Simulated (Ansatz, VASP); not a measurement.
**Two plane-wave programs on MgGe2**

Contents of INCAR:

```
PREC = Accurate
ENCUT = 520
EDIFF = 1E-6
ISMEAR = 0
SIGMA = 0.1
LREAL = F
LASPH = T
NELM = 100
ALGO = Normal
ISIF = 2
LWAVE = F
LCHARG = F
GGA = PE
NBANDS = 39
```

The input KPOINTS:

```
Automatic mesh
0
Gamma
  8 8 8
```

Contents of POSCAR:

```
MgGe2
1.0
    0.0000000000      3.9512958899      3.9512958899
    3.9512958899      0.0000000000      3.9512958899
    3.9512958899      3.9512958899      0.0000000000
Mg Ge
2 4
Direct
    0.0000000000      0.0000000000      0.0000000000
    0.2500000000      0.2500000000      0.2500000000
    0.6250000000      0.6250000000      0.6250000000
    0.1250000000      0.6250000000      0.6250000000
    0.6250000000      0.6250000000      0.1250000000
    0.6250000000      0.1250000000      0.6250000000
```

Input for Ansatz:

```yaml
crystal:
  lattice:
    - [0.0, 3.9512958899, 3.9512958899]
    - [3.9512958899, 0.0, 3.9512958899]
    - [3.9512958899, 3.9512958899, 0.0]
  atoms:
    - { symbol: Mg, position: [0.0, 0.0, 0.0] }
    - { symbol: Mg, position: [0.25, 0.25, 0.25] }
    - { symbol: Ge, position: [0.625, 0.625, 0.625] }
    - { symbol: Ge, position: [0.125, 0.625, 0.625] }
    - { symbol: Ge, position: [0.625, 0.625, 0.125] }
    - { symbol: Ge, position: [0.625, 0.125, 0.625] }
basis:
  ecutwfc: 420
kpoints:
  mp_grid: { grid: [8, 8, 8] }
  band_path:
    path:
      - [[0.0, 0.0, 0.0], [0.5, 0.0, 0.5], [0.625, 0.25, 0.625]]
      - [[0.375, 0.375, 0.75], [0.0, 0.0, 0.0], [0.5, 0.5, 0.5], [0.5, 0.25, 0.75], [0.5, 0.0, 0.5]]
    npoints: 14
hamiltonian:
  xc: pbe
scf:
  occupations: { method: gaussian, width: 0.1 }
  n_extra_bands: 15
output:
  forces: true
  stress: true
  eigenvalues: true
  populations: true
  dos: { projected: true, de: 0.02, nscf_kmesh: { grid: [12, 12, 12] } }
  bader: true
  write_density: true
  write_potential: true
  elf: true
  volumetric_format: npy
```

The cell was built by a generator and needn't be a form met in nature.

Alike in both runs: task single point; functional PBE; k mesh 8 × 8 × 8; occupations gaussian, width 0.1 eV; no spin polarisation.

```csv
,VASP,Ansatz
version,VASP 6.6.1,Ansatz 0.2.0
potentials or method,"VASP PAW PBE potentials, release 64 (Mg, Ge_d)","scalar-relativistic, plane waves, PAW"
plane-wave cutoff (eV),520,420
valence electrons in the cell,60,76
```

```csv
,VASP,Ansatz,Ansatz less VASP
gap on the k mesh at the Fermi level (eV),none,none,-
pressure (GPa),0.0,0.0,+0.04
```

A gap of «none» marks a metal or a gap that the smearing closes. With one functional, cell and mesh, what is left measures potentials, basis and numerics. The two sets of potentials don't hold the same shells in valence.
